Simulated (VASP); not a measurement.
# SnO2 (Fm-3m) in VASP: further runs, part 2 of 2

VASP 6.6.1.

**3. Relaxation of cell and atoms, r2SCAN**

The input, INCAR:

```
SYSTEM = SnO2
PREC     = Accurate       ! precision mode
ENCUT    = 600            ! plane-wave cutoff, eV
EDIFF    = 1E-6           ! SCF threshold, eV
ISMEAR   = 0              ! smearing method
SIGMA    = 0.05           ! smearing width, eV
LREAL    = .False.        ! projectors in reciprocal space
LASPH    = .True.         ! aspherical terms in the spheres
NELM     = 60             ! most SCF steps
ALGO     = Normal         ! electronic algorithm
ISIF     = 3              ! what is computed and relaxed
LWAVE    = .False.        ! write WAVECAR
LCHARG   = .False.        ! write CHGCAR
METAGGA  = R2SCAN         ! meta-GGA
LMIXTAU  = .True.       
IBRION   = 2              ! ionic algorithm
NSW      = 40             ! ionic steps
EDIFFG   = -0.01          ! ionic threshold
```

The input, KPOINTS:

```
regular mesh
0
Gamma
  9 9 9
  0 0 0
```

The input, POSCAR:

```
SnO2
1.0
    0.0000000000      2.5741500000      2.5741500000
    2.5741500000      0.0000000000      2.5741500000
    2.5741500000      2.5741500000      0.0000000000
Sn O
1 2
Direct
    0.0000000000      0.0000000000      0.0000000000
    0.7500000000      0.7500000000      0.7500000000
    0.2500000000      0.2500000000      0.2500000000
```

Potentials or basis: VASP PAW PBE potentials, release 64 (Sn_d, O).

On the command line:

```bash
cat potpaw_PBE.64/Sn_d/POTCAR potpaw_PBE.64/O/POTCAR > POTCAR
mpirun -np 1 vasp_std > vasp.out
```

OUTCAR:

```text
SYSTEM = SnO2
   PREC = Accurate
   ENCUT = 600
   EDIFF = 1E-6
   ISMEAR = 0
   LREAL = .False.
   LASPH = .True.
   NELM = 60
   ISIF = 3
   METAGGA = R2SCAN
   IBRION = 2
   NSW = 40
   EDIFFG = -0.01

 ion  position               nearest neighbor table
   1  0.000  0.000  0.000-   2 2.23   3 2.23   2 2.23   2 2.23   2 2.23   3 2.23   3 2.23   3 2.23

   2  0.750  0.750  0.750-   1 2.23   1 2.23   1 2.23   1 2.23
   3  0.250  0.250  0.250-   1 2.23   1 2.23   1 2.23   1 2.23

  LATTYP: Found a face centered cubic cell.
 ALAT       =     5.1483000000

  Lattice vectors:

 A1 = (   0.0000000000,   2.5741500000,   2.5741500000)
 A2 = (   2.5741500000,   0.0000000000,   2.5741500000)
 A3 = (   2.5741500000,   2.5741500000,   0.0000000000)

Analysis of symmetry for initial positions (statically):
=====================================================================
 Subroutine PRICEL returns:
 Original cell was already a primitive cell.

 Routine SETGRP: Setting up the symmetry group for a
 face centered cubic supercell.
[... 178 lines left out ...]
  --------------------------------------------------------------------------------------
  -------------------------------------------------------------------------------------
  Total       -1.8643058     -1.8643058     -1.8643058      0.0000000      0.0000000      0.0000000
  in kB      -87.5580705    -87.5580705    -87.5580705      0.0000000      0.0000000      0.0000000
  external PRESSURE =     -87.5580705 kB  Pullay stress =       0.0000000 kB
[... 61 lines left out ...]
--------------------------------------- Ionic step        3  -------------------------------------------

 number of electron      25.9999999 magnetization

 Free energy of the ion-electron system (eV)
  ---------------------------------------------------
  ext. energy  EPLUGINS =         0.00000000
  ---------------------------------------------------
  free energy    TOTEN  =       -41.49454767 eV

  energy without entropy =      -41.49454767  energy(sigma->0) =      -41.49454767

 E-fermi :   7.7784     XC(G=0): -12.7337

 val. band max:        7.5373344004   @ k =  -0.3333   0.4444   0.2222
 cond. band min:       8.4288556726   @ k =   0.0000   0.0000   0.0000
 fundamental gap:      0.8915212722
 Fermi energy:         7.7784393840

 k-point     1 :       0.0000    0.0000    0.0000
  band No.  band energies     occupation
      1     -13.5262      2.00000
      2     -13.5262      2.00000
      3     -13.5262      2.00000
      4     -13.3432      2.00000
      5     -13.3432      2.00000
      6     -13.0132      2.00000
[... 457 lines left out ...]
      4     -13.3616      2.00000
      5     -13.3003      2.00000
      6     -11.3722      2.00000
[... 9 lines left out ...]
     16      18.4723      0.00000
     17      20.7548      0.00000

 [... further k-points ...]

------------------------ aborting loop because EDIFF is reached ----------------------------------------

  FORCE on cell =-STRESS in cart. coord.  units (eV):
  Direction    XX          YY          ZZ          XY          YZ          ZX
  --------------------------------------------------------------------------------------
  -------------------------------------------------------------------------------------
  Total       -0.0174755     -0.0174755     -0.0174755      0.0000000     -0.0000000      0.0000000
  in kB       -0.8563174     -0.8563174     -0.8563174      0.0000000     -0.0000000      0.0000000
  external PRESSURE =      -0.8563174 kB  Pullay stress =       0.0000000 kB
[... 18 lines left out ...]
  FREE ENERGIE OF THE ION-ELECTRON SYSTEM (eV)
  ---------------------------------------------------
  free  energy   TOTEN  =       -41.4945476687 eV

  energy  without entropy=      -41.4945476687  energy(sigma->0) =      -41.49454767

 reached required accuracy - stopping structural energy minimisation
```

CONTCAR:

```text
SnO2
   1.00000000000000
     0.0000000000000000    2.5380010182610113    2.5380010182610113
     2.5380010182610113   -0.0000000000000000    2.5380010182610113
     2.5380010182610113    2.5380010182610113    0.0000000000000000
  Sn              O
     1     2
Direct
     0.0000000000000000    0.0000000000000000    0.0000000000000000
     0.7500000000000000    0.7500000000000000    0.7500000000000000
     0.2500000000000000    0.2500000000000000    0.2500000000000000

  0.00000000E+00  0.00000000E+00  0.00000000E+00
  0.00000000E+00  0.00000000E+00  0.00000000E+00
  0.00000000E+00  0.00000000E+00  0.00000000E+00
```

It took 4.7 min on 1 thread of Intel Xeon Platinum 8488C (Sapphire Rapids), shared host; peak memory 0.19 GiB.

What came out:

```
Free energy                            : -41.4945 eV
Relaxed volume                         : 10.90 Å³/atom
Relaxed cell                           : a = 3.589 Å, b = 3.589 Å, c = 3.589 Å, α = 60.00°, β = 60.00°, γ = 60.00°
Space group after relaxing (to 0.05 Å) : Fm-3m (No. 225)
Energy gained by relaxing              : 13.6 meV/atom
Ionic steps                            : 3
Pressure after relaxing                : -0.1 GPa
Band gap on the k mesh                 : 0.89 eV, indirect (least direct gap 2.23 eV)
```

Step by step:
| step | energy change (eV) | largest force (eV/Å) | pressure (GPa) | volume (Å³) |
| --- | --- | --- | --- | --- |
| 1 | 0.0000 | 0.0000 | -8.76 | 34.11 |
| 2 | 0.0160 | 0.0000 | 12.32 | 31.14 |
| 3 | -0.0407 | 0.0000 | -0.09 | 32.70 |

Final structure:
```
CELL_PARAMETERS angstrom
0.00000 2.53800 2.53800
2.53800 0.00000 2.53800
2.53800 2.53800 0.00000
ATOMIC_POSITIONS crystal
Sn 0.00000 0.00000 0.00000
O 0.75000 0.75000 0.75000
O 0.25000 0.25000 0.25000
```

Caveat: the PAW data sets were made with another functional, which shifts forces and pressure a little; spin-orbit coupling is left out, which moves the levels of the heavy elements; an odd mesh through Γ misses points on the zone boundary, where band edges often lie.

**4. Relaxation of cell and atoms, MS2**

The input, INCAR:

```
SYSTEM = SnO2
PREC = Accurate ; ENCUT = 600
EDIFF = 1E-7 ; ISMEAR = 0
SIGMA = 0.05 ; LREAL = .False.
LASPH = .True. ; NELM = 60
ALGO = Normal ; ISIF = 3
LWAVE = .False. ; LCHARG = .False.
METAGGA = MS2 ; LMIXTAU = .True.
IBRION = 2 ; NSW = 60
EDIFFG = -0.005
```

The input, KPOINTS:

```
Automatic mesh
0
Gamma
  9 9 9
  0 0 0
```

POSCAR is that of step 3.

On the command line:

```bash
cat potpaw_PBE.64/Sn_d/POTCAR potpaw_PBE.64/O/POTCAR > POTCAR
mpirun -np 1 vasp_std > vasp.out
```

Wall time 10 min (1 thread of Intel Xeon Platinum 8488C (Sapphire Rapids), shared host); peak memory 0.19 GiB.

Results (log left out):

| Quantity | Value |
| --- | --- |
| Free energy | -19.4328 eV |
| Relaxed volume | 10.81 Å³/atom |
| Relaxed cell | a = 3.579 Å, b = 3.579 Å, c = 3.579 Å, α = 60.00°, β = 60.00°, γ = 60.00° |
| Space group after relaxing (to 0.05 Å) | Fm-3m (No. 225) |
| Energy gained by relaxing | 16.6 meV/atom |
| Ionic steps | 8 |
| Pressure after relaxing | 0.0 GPa |
| Band gap on the k mesh | 0.62 eV, indirect (least direct gap 1.97 eV) |

Step by step:
| step | energy change (eV) | largest force (eV/Å) | pressure (GPa) | volume (Å³) |
| --- | --- | --- | --- | --- |
| 1 | 0.0000 | 0.0000 | -9.92 | 34.11 |
| 2 | 0.0233 | 0.0000 | 13.74 | 30.76 |
| 3 | -0.0497 | 0.0000 | -0.87 | 32.56 |
| 4 | -0.0497 | 0.0000 | -0.09 | 32.44 |
| 5 | -0.0496 | 0.0000 | 0.14 | 32.41 |
| 6 | -0.0497 | 0.0000 | -0.14 | 32.45 |
| 7 | -0.0497 | 0.0000 | -0.13 | 32.45 |
| 8 | -0.0497 | 0.0000 | 0.00 | 32.43 |

Final structure:
```xyz
3
Lattice="0.0000 2.5310 2.5310 2.5310 0.0000 2.5310 2.5310 2.5310 0.0000" Properties=species:S:1:pos:R:3 pbc="T T T"
Sn    0.0000    0.0000    0.0000
O     3.7965    3.7965    3.7965
O     1.2655    1.2655    1.2655
```

Levels at points of the mesh, in eV from the valence-band top:
```tsv
k point	band 9	band 10	band 11	band 12	band 13	band 14	band 15	band 16	band 17
(0.00, 0.00, 0.00)	-2.91	-2.91	-1.35	-1.35	-1.35	0.62	7.55	7.55	7.55
```

Caveat: the PAW data sets were made with another functional, which shifts forces and pressure a little; spin-orbit coupling is left out, which moves the levels of the heavy elements; an odd mesh through Γ misses points on the zone boundary, where band edges often lie.

**5. Relaxation of cell and atoms, r2SCAN+rVV10**

The input, INCAR:

```
PREC = Accurate
ENCUT = 600
EDIFF = 1E-6
ISMEAR = 0
SIGMA = 0.05
LREAL = F
LASPH = T
NELM = 80
ALGO = Normal
ISIF = 3
LWAVE = F
LCHARG = F
METAGGA = R2SCAN
LMIXTAU = T
LUSE_VDW = T
IVDW_NL = 2
BPARAM = 11.95
CPARAM = 0.0093
IBRION = 2
NSW = 40
EDIFFG = -0.01
```

The input, KPOINTS:

```
Automatic mesh
0
Gamma
  9 9 9
```

POSCAR is that of step 4.

On the command line:

```bash
cat potpaw_PBE.64/Sn_d/POTCAR potpaw_PBE.64/O/POTCAR > POTCAR
mpirun -np 1 vasp_std > vasp.out
```

It took 6.9 min on 1 thread of Intel Xeon Platinum 8488C (Sapphire Rapids), shared host; peak memory 0.29 GiB.

It converged, with:

| Quantity | Value |
| --- | --- |
| Free energy | -40.8700 eV |
| Relaxed volume | 10.83 Å³/atom |
| Relaxed cell | a = 3.582 Å, b = 3.582 Å, c = 3.582 Å, α = 60.00°, β = 60.00°, γ = 60.00° |
| Space group after relaxing (to 0.05 Å) | Fm-3m (No. 225) |
| Energy gained by relaxing | 18.1 meV/atom |
| Ionic steps | 3 |
| Pressure after relaxing | -0.1 GPa |
| Band gap on the k mesh | 0.93 eV, indirect (least direct gap 2.28 eV) |

Step by step:
```
step  energy change (eV)  largest force (eV/Å)  pressure (GPa)  volume (Å³)
   1              0.0000                0.0000          -10.17        34.11
   2              0.0262                0.0000           15.17        30.67
   3             -0.0544                0.0000           -0.13        32.49
```

Final structure:
```
Sn O
1.0
     0.00000    2.53274    2.53274
     2.53274    0.00000    2.53274
     2.53274    2.53274    0.00000
Sn O
1 2
Direct
  0.00000 0.00000 0.00000
  0.75000 0.75000 0.75000
  0.25000 0.25000 0.25000
```

Levels at points of the mesh, in eV from the valence-band top:
| k point | band 11 | band 12 | band 13 | band 14 | band 15 | band 16 |
| --- | --- | --- | --- | --- | --- | --- |
| (0.00, 0.00, 0.00) | -1.35 | -1.35 | -1.35 | 0.93 | 7.94 | 7.94 |

Caveat: the PAW data sets were made with another functional, which shifts forces and pressure a little; spin-orbit coupling is left out, which moves the levels of the heavy elements; an odd mesh through Γ misses points on the zone boundary, where band edges often lie.

**6. The reference run**

An earlier run on the cell as given: functional PBE; potentials or basis VASP PAW PBE potentials, release 64 (Sn_d, O); cutoff 520 eV; k mesh 9 × 9 × 9; occupations fermi-dirac, width 0.05 eV; no spin polarisation.

* Pressure: 0.1 GPa
* Band gap on the k mesh: none (metal or under the smearing width)

**7. The runs side by side**

```csv
task,level,potentials or basis,cell,k mesh,cutoff (eV),smearing,mesh quality,gap on the mesh (eV),pressure (GPa),relaxed volume (Å³/atom)
single point,PBE,"VASP PAW PBE potentials, release 64 (Sn_d_GW, O_GW)",as given,4 × 4 × 4,450,gaussian 0.02 eV,coarse,none,-,-
relaxation of cell and atoms,r2SCAN,"VASP PAW PBE potentials, release 64 (Sn_d, O)",relaxed,9 × 9 × 9,600,gaussian 0.05 eV,not flagged,0.89,-0.1,10.90
relaxation of cell and atoms,MS2,"VASP PAW PBE potentials, release 64 (Sn_d, O)",relaxed,9 × 9 × 9,600,gaussian 0.05 eV,not flagged,0.62,0.0,10.81
relaxation of cell and atoms,r2SCAN+rVV10,"VASP PAW PBE potentials, release 64 (Sn_d, O)",relaxed,9 × 9 × 9,600,gaussian 0.05 eV,not flagged,0.93,-0.1,10.83
single point,PBE,"VASP PAW PBE potentials, release 64 (Sn_d, O)",as given,9 × 9 × 9,520,fermi-dirac 0.05 eV,not flagged,none,0.1,-
```

Alike in all rows: no spin polarisation.

Caveats: some runs use coarse meshes; the PAW data sets were made with another functional, which shifts forces and pressure a little (some runs); spin-orbit coupling is left out, which moves the levels of the heavy elements (some runs); an odd mesh through Γ misses points on the zone boundary, where band edges often lie (some runs); the cutoff is under 1.25 times the usual one of these potentials, so pressure, stress and relaxed cells hold a basis-set (Pulay) error (some runs).

Total energies depend on the potentials used, so only differences within one code and one set of settings carry meaning.
